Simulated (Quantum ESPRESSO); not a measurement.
# CuO (F-43m) in Quantum ESPRESSO: notebook

One crystal, CuO, is run at these levels: PBE+U; tasks: projected density of states.

Program: Quantum ESPRESSO 7.5. These are calculated values, not measurements. Logs are shortened: lines on timing, memory, paths and dates and some standing lists are left out, and cuts for length are marked.

### 1 Starting point

It takes space group F-43m (No. 216, cubic). Conventional cell: a = 4.655 Å, b = 4.655 Å, c = 4.655 Å, α = 90.00°, β = 90.00°, γ = 90.00°. Cu (site symmetry -43m) has 4 O at 2.02 Å as nearest neighbours. Around O (site symmetry -43m) lie 4 Cu at 2.02 Å.

Measurements of this composition are mostly on another form, of space group No. 15.

### 2 Projected density of states, PBE+U

Input file pw.in:

```
&CONTROL
  calculation = 'scf'
  prefix = 'pwscf'
  outdir = './tmp'
  pseudo_dir = './pseudo'
  tprnfor = .true.
  tstress = .true.
  disk_io = 'low'
/
&SYSTEM
  ibrav = 0
  nat = 2
  ntyp = 2
  ecutwfc = 55
  ecutrho = 440
  nbnd = 18
  occupations = 'smearing'
  smearing = 'fd'
  degauss = 0.00367493
/
&ELECTRONS
  conv_thr = 4d-10
  electron_maxstep = 120
  mixing_beta = 0.3
/
ATOMIC_SPECIES
Cu    63.5460 Cu.paw.z_11.ld1.psl.v1.0.0-low.upf
O     15.9990 O.pbe-n-kjpaw_psl.0.1.UPF
CELL_PARAMETERS bohr
   0.0000000000    4.3978702825    4.3978702825
   4.3978702825    0.0000000000    4.3978702825
   4.3978702825    4.3978702825    0.0000000000
ATOMIC_POSITIONS bohr
Cu     0.0000000000    0.0000000000    0.0000000000
O      2.1989351412    2.1989351412    2.1989351412
K_POINTS automatic
10 10 10 0 0 0
HUBBARD {atomic}
U Cu-3d 3.0
```

Input file pp_density.in:

```
&INPUTPP
  prefix = 'pwscf'
  outdir = './tmp'
  filplot = 'density.dat'
  plot_num = 0
/
&PLOT
  nfile = 1
  filepp(1) = 'density.dat'
  iflag = 3
  output_format = 6
  fileout = 'density.cube'
/
```

Input file pp_potential.in:

```
&INPUTPP
  prefix = 'pwscf'
  outdir = './tmp'
  filplot = 'potential.dat'
  plot_num = 11
/
&PLOT
  nfile = 1
  filepp(1) = 'potential.dat'
  iflag = 3
  output_format = 6
  fileout = 'potential.cube'
/
```

Input file nscf.in:

```
&CONTROL
  calculation = 'nscf'
  prefix = 'pwscf'
  outdir = './tmp'
  pseudo_dir = './pseudo'
  disk_io = 'low'
/
&SYSTEM
  ibrav = 0
  nat = 2
  ntyp = 2
  ecutwfc = 55
  ecutrho = 440
  nbnd = 18
  occupations = 'tetrahedra_opt'
/
&ELECTRONS
  conv_thr = 1d-08
  electron_maxstep = 120
  mixing_beta = 0.3
/
ATOMIC_SPECIES
Cu    63.5460 Cu.paw.z_11.ld1.psl.v1.0.0-low.upf
O     15.9990 O.pbe-n-kjpaw_psl.0.1.UPF
CELL_PARAMETERS bohr
   0.0000000000    4.3978702825    4.3978702825
   4.3978702825    0.0000000000    4.3978702825
   4.3978702825    4.3978702825    0.0000000000
ATOMIC_POSITIONS bohr
Cu     0.0000000000    0.0000000000    0.0000000000
O      2.1989351412    2.1989351412    2.1989351412
K_POINTS automatic
15 15 15 0 0 0
HUBBARD {atomic}
U Cu-3d 3.0
```

Input file projwfc.in:

```
&PROJWFC
  prefix = 'pwscf'
  outdir = './tmp'
  filpdos = 'p'
  Emin = -9
  Emax = 16
  DeltaE = 0.05
/
```

Potentials or basis: SSSP 1.3 efficiency PBE.

Launch:

```console
$ OMP_NUM_THREADS=1 pw.x -in pw.in > pw.out
$ OMP_NUM_THREADS=1 pp.x -in pp_density.in > pp_density.out
$ OMP_NUM_THREADS=1 pp.x -in pp_potential.in > pp_potential.out
$ OMP_NUM_THREADS=1 pw.x -in nscf.in > nscf.out
$ OMP_NUM_THREADS=1 projwfc.x -in projwfc.in > projwfc.out
```

pw.out:

```text
This program is part of the open-source Quantum ESPRESSO suite
     for quantum simulation of materials; please cite
         "P. Giannozzi et al., J. Phys.:Condens. Matter 21 395502 (2009);
         "P. Giannozzi et al., J. Phys.:Condens. Matter 29 465901 (2017);
         "P. Giannozzi et al., J. Chem. Phys. 152 154105 (2020);
     in publications or presentations arising from this work. More details at

     file Cu.paw.z_11.ld1.psl.v1.0.0-low.upf: wavefunction(s)  4S 3D renormalized
     file O.pbe-n-kjpaw_psl.0.1.UPF: wavefunction(s)  2P renormalized
     Message from routine setup:
     using ibrav=0 with symmetry is DISCOURAGED, use correct ibrav instead

     G-vector sticks info
     --------------------
     sticks:   dense  smooth     PW     G-vecs:    dense   smooth      PW
     Sum        1159     583    187                26469     9377    1687

     Using Slab Decomposition

     bravais-lattice index     =            0
     lattice parameter (alat)  =       6.2195  a.u.
     unit-cell volume          =     170.1207 (a.u.)^3
     number of atoms/cell      =            2
     number of atomic types    =            2
     number of electrons       =        17.00
     number of Kohn-Sham states=           18
     kinetic-energy cutoff     =      55.0000  Ry
     charge density cutoff     =     440.0000  Ry
     scf convergence threshold =      4.0E-10
     mixing beta               =       0.3000
     number of iterations used =            8  plain     mixing
     Exchange-correlation= SLA  PW   PBX  PBC
                           (   1   4   3   4   0   0   0)
     Hubbard projectors: atomic
     Hubbard parameters of DFT+U (Dudarev formulation) in eV:
     U(Cu-3d) =  3.0000

     Internal variables: lda_plus_u =T, lda_plus_u_kind = 0

     Internal variables: orbital_resolved =F, hub_pot_fix =F, apply_U = F

     celldm(1)=   6.219528  celldm(2)=   0.000000  celldm(3)=   0.000000
     celldm(4)=   0.000000  celldm(5)=   0.000000  celldm(6)=   0.000000

[... 8 lines left out ...]
               b(3) = (  0.707107  0.707107 -0.707107 )

     PseudoPot. # 1 for Cu read from file:
     Cu.paw.z_11.ld1.psl.v1.0.0-low.upf
     Pseudo is Projector augmented-wave + core cor, Zval = 11.0
     Generated using &quot;atomic&quot; code by A. Dal Corso  v.6.3MaX
     Shape of augmentation charge: PSQ
     Using radial grid of 1199 points,  6 beta functions with:
                l(1) =   0
                l(2) =   0
                l(3) =   1
                l(4) =   1
                l(5) =   2
                l(6) =   2
     Q(r) pseudized with 0 coefficients

     PseudoPot. # 2 for O  read from file:
     O.pbe-n-kjpaw_psl.0.1.UPF
     Pseudo is Projector augmented-wave + core cor, Zval =  6.0
     Generated using "atomic" code by A. Dal Corso  v.5.0.99 svn rev. 10869
     Shape of augmentation charge: BESSEL
     Using radial grid of 1095 points,  4 beta functions with:
                l(1) =   0
                l(2) =   0
                l(3) =   1
                l(4) =   1
     Q(r) pseudized with 0 coefficients

     atomic species   valence    mass     pseudopotential
     Cu               11.00    63.54600     Cu( 1.00)
     O                 6.00    15.99900     O ( 1.00)

     24 Sym. Ops. (no inversion) found

   Cartesian axes

     site n.     atom                  positions (alat units)
         1        Cu     tau(   1) = (   0.0000000   0.0000000   0.0000000  )
         2        O      tau(   2) = (   0.3535534   0.3535534   0.3535534  )

     number of k points=    47  Fermi-Dirac smearing, width (Ry)=  0.0037
                       cart. coord. in units 2pi/alat
        k(    1) = (   0.0000000   0.0000000   0.0000000), wk =   0.0020000
        k(    2) = (   0.0707107   0.0707107  -0.0707107), wk =   0.0160000
        k(    3) = (   0.1414214   0.1414214  -0.1414214), wk =   0.0160000
        k(    4) = (   0.2121320   0.2121320  -0.2121320), wk =   0.0160000
        k(    5) = (   0.2828427   0.2828427  -0.2828427), wk =   0.0160000
        k(    6) = (  -0.3535534  -0.3535534   0.3535534), wk =   0.0080000
[... 39 lines left out ...]
        k(   46) = (  -0.0707107  -0.3535534   0.6363961), wk =   0.0480000
        k(   47) = (  -0.7071068   0.2828427   0.0000000), wk =   0.0240000

     Dense  grid:    26469 G-vectors     FFT dimensions: (  45,  45,  45)

     Smooth grid:     9377 G-vectors     FFT dimensions: (  30,  30,  30)

     Initial potential from superposition of free atoms

     starting charge      16.9998, renormalised to      17.0000

     STARTING HUBBARD OCCUPATIONS:

     =================== HUBBARD OCCUPATIONS ===================
     ------------------------ ATOM    1 ------------------------
     Tr[ns(  1)] =   9.50000
     eigenvalues:
       0.950  0.950  0.950  0.950  0.950
     eigenvectors (columns):
       1.000  0.000  0.000  0.000  0.000
       0.000  1.000  0.000  0.000  0.000
       0.000  0.000  1.000  0.000  0.000
       0.000  0.000  0.000  1.000  0.000
       0.000  0.000  0.000  0.000  1.000
     occupation matrix ns (before diag.):
       0.950  0.000  0.000  0.000  0.000
       0.000  0.950  0.000  0.000  0.000
       0.000  0.000  0.950  0.000  0.000
       0.000  0.000  0.000  0.950  0.000
       0.000  0.000  0.000  0.000  0.950

     Number of occupied Hubbard levels =    9.5000

     Atomic wfc used for Hubbard projectors are NOT orthogonalized

     Starting wfcs are   13 randomized atomic wfcs +    5 random wfcs

     Self-consistent Calculation

     iteration #  1     ecut=    55.00 Ry     beta= 0.30
     Davidson diagonalization with overlap
     ethr =  1.00E-02,  avg # of iterations =  6.0

     =================== HUBBARD OCCUPATIONS ===================
     ------------------------ ATOM    1 ------------------------
     Tr[ns(  1)] =   9.32079
     eigenvalues:
       0.898  0.898  0.898  0.983  0.983
     eigenvectors (columns):
      -0.000 -0.000 -0.000  0.457 -0.889
      -0.285  0.735 -0.616 -0.000  0.000
      -0.358  0.514  0.779 -0.000 -0.000
       0.000 -0.000  0.000 -0.889 -0.457
       0.889  0.443  0.117  0.000 -0.000
     occupation matrix ns (before diag.):
       0.983 -0.000  0.000  0.000  0.000
      -0.000  0.898 -0.000  0.000  0.000
       0.000 -0.000  0.898  0.000  0.000
       0.000  0.000  0.000  0.983 -0.000
       0.000  0.000  0.000 -0.000  0.898

     Number of occupied Hubbard levels =    9.3208

     total energy              =    -254.52255872 Ry
     estimated scf accuracy    <       0.40714075 Ry

     iteration #  2     ecut=    55.00 Ry     beta= 0.30
     Davidson diagonalization with overlap
     ethr =  2.39E-03,  avg # of iterations =  1.4

     total energy              =    -254.60829862 Ry
     estimated scf accuracy    <       0.14109125 Ry

     iteration #  3     ecut=    55.00 Ry     beta= 0.30
     Davidson diagonalization with overlap
     ethr =  8.30E-04,  avg # of iterations =  1.5

     total energy              =    -254.62889741 Ry
     estimated scf accuracy    <       0.00647168 Ry

     iteration #  4     ecut=    55.00 Ry     beta= 0.30
     Davidson diagonalization with overlap
     ethr =  3.81E-05,  avg # of iterations =  4.6
[... 36 lines left out ...]
     total energy              =    -254.62926899 Ry
     estimated scf accuracy    <          1.8E-09 Ry

     iteration # 10     ecut=    55.00 Ry     beta= 0.30
     Davidson diagonalization with overlap
     ethr =  1.04E-11,  avg # of iterations =  2.4

     total energy              =    -254.62926899 Ry
     estimated scf accuracy    <          4.2E-10 Ry

     iteration # 11     ecut=    55.00 Ry     beta= 0.30
     Davidson diagonalization with overlap
     ethr =  2.50E-12,  avg # of iterations =  1.3

     End of self-consistent calculation

     =================== HUBBARD OCCUPATIONS ===================
     ------------------------ ATOM    1 ------------------------
     Tr[ns(  1)] =   9.57787
     eigenvalues:
       0.936  0.936  0.936  0.990  0.990
     eigenvectors (columns):
      -0.000 -0.000 -0.000  0.377 -0.926
      -0.289  0.681 -0.673 -0.000  0.000
      -0.373  0.568  0.734 -0.000 -0.000
       0.000  0.000  0.000 -0.926 -0.377
       0.882  0.463  0.090  0.000 -0.000
     occupation matrix ns (before diag.):
       0.990 -0.000  0.000  0.000  0.000
      -0.000  0.936 -0.000  0.000  0.000
       0.000 -0.000  0.936  0.000  0.000
       0.000  0.000  0.000  0.990 -0.000
       0.000  0.000  0.000 -0.000  0.936

     Number of occupied Hubbard levels =    9.5779

          k = 0.0000 0.0000 0.0000 (  1211 PWs)   bands (ev):

   -12.0650   1.3129   1.3129   1.3129   3.5536   3.5536   6.7669   6.7669
     6.7669   7.2547  20.2516  20.2516  20.2516  26.6469  26.8223  26.8223
    26.8223  28.7466

          k = 0.0707 0.0707-0.0707 (  1203 PWs)   bands (ev):

   -12.0225   1.2122   1.3477   1.3477   3.5451   3.5451   6.2847   6.7051
     6.7051   7.8949  19.3679  20.3252  20.3252  25.6503  26.0819  26.0819
    28.2214  29.8954

          k = 0.1414 0.1414-0.1414 (  1173 PWs)   bands (ev):

   -11.9125   1.0099   1.4329   1.4329   3.5406   3.5406   5.5952   6.5344
     6.5344   8.9789  17.6741  20.4026  20.4026  24.6911  25.4918  25.4918
    30.2676  31.6452

          k = 0.2121 0.2121-0.2121 (  1164 PWs)   bands (ev):
[... 149 lines left out ...]
          k =-0.0707-0.6364 0.6364 (  1172 PWs)   bands (ev):

   -11.4931   0.4515   2.1811   2.2008   3.4858   3.7665   4.3113   4.9332
     4.9684  12.3298  15.6198  17.5873  20.4091  20.5982  27.8960  31.7504
    33.0425  33.5431

          k = 0.0000-0.5657 0.5657 (  1156 PWs)   bands (ev):

   -11.4895   0.6530   2.1049   2.1742   3.4248   3.7184   4.0593   4.8345
     5.1347  13.0553  15.3671  16.9523  20.3522  21.1337  28.9356  30.5218
    32.3231  32.6781

          k =-0.7071 0.0000 0.0000 (  1162 PWs)   bands (ev):

   -11.4769   0.3643   2.2648   2.2648   3.5000   3.7864   4.4277   4.8271
     4.8271  12.1968  15.5691  17.7529  20.4774  20.4774  27.3295  32.1921
    33.9295  33.9295

          k = 0.2828 0.1414 0.0000 (  1176 PWs)   bands (ev):

   -11.8253   0.8657   1.5170   1.5444   3.4306   3.6344   5.4854   5.9823
     6.3756   9.7578  17.6032  18.8233  20.5906  22.5054  26.8280  28.8360
    29.6104  31.9184

          k = 0.3536 0.2121-0.0707 (  1176 PWs)   bands (ev):

   -11.7100   0.8458   1.5401   1.6553   3.4625   3.6914   4.8688   5.6240
     6.1668  10.9388  16.3894  18.1289  20.4209  23.1923  26.7429  28.5709
    30.7864  32.6329

          k =-0.2828-0.4243 0.5657 (  1169 PWs)   bands (ev):

   -11.6187   0.9576   1.5136   1.7364   3.5680   3.7191   4.2350   5.4532
     5.9139  12.2166  14.9996  18.0137  20.0872  24.0454  26.6715  28.3950
    31.3691  32.7481

          k =-0.2121-0.3536 0.4950 (  1174 PWs)   bands (ev):
[... 41 lines left out ...]
          k =-0.0707-0.4950 0.6364 (  1172 PWs)   bands (ev):

   -11.4992   0.7290   1.9094   2.2170   3.5107   3.7204   4.0898   4.6744
     5.2753  13.1293  15.4450  17.0588  19.2648  22.3211  29.0468  29.4188
    32.0722  33.7215

          k =-0.0000-0.4243 0.5657 (  1171 PWs)   bands (ev):

   -11.5080   0.9721   1.7125   2.1486   3.3758   3.6735   4.2058   4.5882
     5.4177  13.8354  14.9987  16.5319  19.4018  23.2165  27.6990  30.3526
    31.6851  32.9444

          k =-0.7071 0.1414 0.0000 (  1164 PWs)   bands (ev):

   -11.4811   0.5193   2.1272   2.2782   3.5581   3.7424   4.1663   4.6542
     5.0860  12.6705  15.5344  17.4745  19.5511  21.4576  28.1762  31.2173
    32.1242  34.1599

          k =-0.1414-0.4243 0.7071 (  1175 PWs)   bands (ev):

   -11.5240   0.9288   1.6293   2.1456   3.5241   3.6763   4.3155   4.5358
     5.4829  13.2692  15.5297  16.7574  19.0325  23.5815  27.3421  30.0537
    31.8327  33.9698

          k =-0.0707-0.3536 0.6364 (  1166 PWs)   bands (ev):

   -11.5030   1.0272   1.6010   2.2320   3.4582   3.7335   4.1380   4.4381
     5.3960  13.8697  15.1851  16.7611  18.5706  24.1119  26.8759  30.7406
    30.9069  34.3586

          k =-0.7071 0.2828 0.0000 (  1172 PWs)   bands (ev):

   -11.4879   0.8880   1.7664   2.2994   3.6258   3.7106   4.0146   4.3287
     5.2995  13.6536  15.4794  17.1926  18.0180  23.5417  27.8421  29.7901
    31.3412  34.6418

     the Fermi energy is     5.9861 ev

!    total energy              =    -254.62926899 Ry
     total all-electron energy =     -3460.355927 Ry
     estimated scf accuracy    <          1.5E-11 Ry
     smearing contrib. (-TS)   =      -0.00159791 Ry
     internal energy E=F+TS    =    -254.62767109 Ry

     The total energy is F=E-TS. E is the sum of the following terms:
     one-electron contribution =     -56.43759335 Ry
     hartree contribution      =      46.90243816 Ry
     xc contribution           =     -51.90838375 Ry
     ewald contribution        =     -93.87258385 Ry
     Hubbard energy            =       0.04379092 Ry
     one-center paw contrib.   =     -99.35533923 Ry

     convergence has been achieved in  11 iterations

     Forces acting on atoms (cartesian axes, Ry/au):

     atom    1 type  1   force =    -0.00000000   -0.00000000    0.00000000
     atom    2 type  2   force =     0.00000000    0.00000000   -0.00000000

     Total force =     0.000000     Total SCF correction =     0.000000

     Computing stress (Cartesian axis) and pressure

          total   stress  (Ry/bohr**3)                   (kbar)     P=      -88.67
  -0.00060277   0.00000000   0.00000000          -88.67        0.00        0.00
   0.00000000  -0.00060277   0.00000000            0.00      -88.67        0.00
   0.00000000   0.00000000  -0.00060277            0.00        0.00      -88.67

=------------------------------------------------------------------------------=
   JOB DONE.
=------------------------------------------------------------------------------=
```

Run time: 63 s. Hardware: 1 thread of Intel Xeon Platinum 8259CL at 2.50GHz (Skylake/Cascade Lake), shared host; peak memory 0.17 GiB.

What came out:

| Quantity | Value |
| --- | --- |
| Free energy | -3464.4077 eV |
| Pressure | -8.9 GPa |
| Band gap on the k mesh | none (metal or under the smearing width) |
| Loewdin charges | Cu +0.45; O -0.43 e |

States per cell in windows of 0.5 eV (zero at the Fermi level; states under -8 eV left out):
| from (eV) | total | Cu#1 d wfc3 | O#2 p wfc2 | Cu#1 p wfc2 | Cu#1 s wfc1 | O#2 s wfc1 |
| --- | --- | --- | --- | --- | --- | --- |
| -8.0 | 0.00 | 0.00 | 0.00 | 0.00 | 0.00 | 0.00 |
| -7.5 | 0.00 | 0.00 | 0.00 | 0.00 | 0.00 | 0.00 |
| -7.0 | 0.00 | 0.00 | 0.00 | 0.00 | 0.00 | 0.00 |
| -6.5 | 0.00 | 0.00 | 0.00 | 0.00 | 0.00 | 0.00 |
| -6.0 | 0.05 | 0.02 | 0.03 | 0.00 | 0.01 | 0.00 |
| -5.5 | 1.27 | 0.36 | 0.70 | 0.11 | 0.09 | 0.01 |
| -5.0 | 0.87 | 0.29 | 0.48 | 0.06 | 0.03 | 0.00 |
| -4.5 | 2.91 | 1.25 | 1.52 | 0.06 | 0.07 | 0.00 |
| -4.0 | 0.85 | 0.29 | 0.51 | 0.04 | 0.01 | 0.00 |
| -3.5 | 0.00 | 0.00 | 0.00 | 0.00 | 0.00 | 0.00 |
| -3.0 | 0.36 | 0.35 | 0.00 | 0.01 | 0.00 | 0.00 |
| -2.5 | 3.92 | 3.79 | 0.08 | 0.03 | 0.01 | 0.00 |
| -2.0 | 1.27 | 1.09 | 0.12 | 0.02 | 0.02 | 0.02 |
| -1.5 | 0.95 | 0.65 | 0.23 | 0.03 | 0.02 | 0.01 |
| -1.0 | 1.25 | 0.76 | 0.41 | 0.05 | 0.02 | 0.01 |
| -0.5 | 1.45 | 0.77 | 0.60 | 0.05 | 0.01 | 0.01 |
| 0.0 | 0.87 | 0.42 | 0.42 | 0.02 | 0.01 | 0.00 |
| 0.5 | 0.21 | 0.10 | 0.11 | 0.00 | 0.00 | 0.00 |
| 1.0 | 0.00 | 0.00 | 0.00 | 0.00 | 0.00 | 0.00 |
| 1.5 | 0.01 | 0.00 | 0.00 | 0.00 | 0.01 | 0.00 |
| 2.0 | 0.03 | 0.00 | 0.01 | 0.01 | 0.01 | 0.01 |
| 2.5 | 0.04 | 0.00 | 0.01 | 0.01 | 0.01 | 0.01 |
| 3.0 | 0.06 | 0.00 | 0.01 | 0.02 | 0.01 | 0.01 |
| 3.5 | 0.08 | 0.00 | 0.02 | 0.03 | 0.02 | 0.02 |
| 4.0 | 0.10 | 0.00 | 0.02 | 0.04 | 0.02 | 0.02 |
| 4.5 | 0.13 | 0.00 | 0.03 | 0.05 | 0.02 | 0.02 |
| 5.0 | 0.16 | 0.00 | 0.03 | 0.07 | 0.03 | 0.03 |
| 5.5 | 0.21 | 0.00 | 0.04 | 0.09 | 0.04 | 0.03 |
| 6.0 | 0.29 | 0.00 | 0.04 | 0.14 | 0.06 | 0.03 |
| 6.5 | 0.30 | 0.01 | 0.04 | 0.15 | 0.07 | 0.03 |
| 7.0 | 0.29 | 0.01 | 0.04 | 0.15 | 0.07 | 0.02 |
| 7.5 | 0.26 | 0.01 | 0.04 | 0.15 | 0.04 | 0.01 |

Eigenvalues of the final occupation matrices:
```csv
site,spin,trace,eigenvalues
Cu 1 3d,each,4.79,0.94 0.94 0.94 0.99 0.99
```

Caveat: an odd number of electrons without spin polarisation forces a metal; a magnetic or distorted state may lie lower; the run has no spin polarisation, though such a crystal can be magnetic; U without spin polarisation on a metal has little footing.

(Continued in part 2 of 2.)
